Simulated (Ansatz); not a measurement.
Runs of Ansatz 0.2.0 on HgTe. It takes space group Fm-3m (No. 225, cubic). The conventional cell has a = 6.360 Å, b = 6.360 Å, c = 6.360 Å, α = 90.00°, β = 90.00°, γ = 90.00°. Around Hg (site symmetry m-3m) lie 6 Te at 3.18 Å. Te (site symmetry m-3m) is surrounded by 6 Hg at 3.18 Å. Measurements of this composition are mostly on another form, of space group No. 216.

| task | level | potentials or basis | spin | cell | k mesh | cutoff (eV) | smearing | points for each segment of the path | other keys | mesh quality | gap on the mesh (eV) | pressure (GPa) | relaxed volume (Å³/atom) |
| --- | --- | --- | --- | --- | --- | --- | --- | --- | --- | --- | --- | --- | --- |
| band structure | rPW86-PBE+D4 | Ansatz PAW | SOC, no magnetisation | as given | 7 × 7 × 7 | 420 | gaussian 0.1 eV | 14 | hamiltonian.dispersion = d4; … | not flagged | none | -3.3 | - |
| relaxation of cell and atoms | RPBE | Ansatz PAW earlier set | off | relaxed | 7 × 7 × 7 | 690 | fermi-dirac 0.025 eV | - | - | not flagged | none | 0.0 | 30.18 |
| single point | HISS | SPMS NC | off | volume scaled by 0.8 | 5 × 5 × 5 | 550 | cold 0.05 eV | - | basis.ecutwfc = 550 eV | coarse | none | 3.7 | - |
| relaxation of cell and atoms | revPBE | Ansatz PAW | SOC, no magnetisation | relaxed | 7 × 7 × 7 | 420 | methfessel-paxton 0.1 eV | - | - | not flagged | - | 0.0 | (a) |
| relaxation of cell and atoms | HSE06+D3(BJ) | Ansatz PAW | off | relaxed from: volume scaled by 1.04 | 4 × 4 × 4 | 420 | cold 0.05 eV | - | - | coarse | none | 0.0 | (b) |

Task: Fill in the values left out.

Result: (a) 29.69; (b) 27.10.

Caveats: some runs use coarse meshes; the PAW data sets come from PBE, with cores solved anew for the run's functional, which leaves a small shift of forces and pressure (some runs); the plane-wave basis is chosen anew once the cell has moved, so the energies of steps on either side of that aren't comparable (some runs); pairwise dispersion overbinds metals, which lowers pressure and volume (some runs); the pressure holds a Pulay correction of +10.9 GPa for the finite cutoff (some runs); the potentials were made for another functional, which shifts forces and pressure (some runs); the cutoff lies under the one recommended for these potentials (some runs); the thresholds are loose for stress (some runs).

A k mesh can miss the band edges, and rows without SOC leave out spin-orbit coupling on Hg, Te.

A gap of «none» marks a metal or a gap under the smearing width.

Runs at the PBE level aren't shown here.
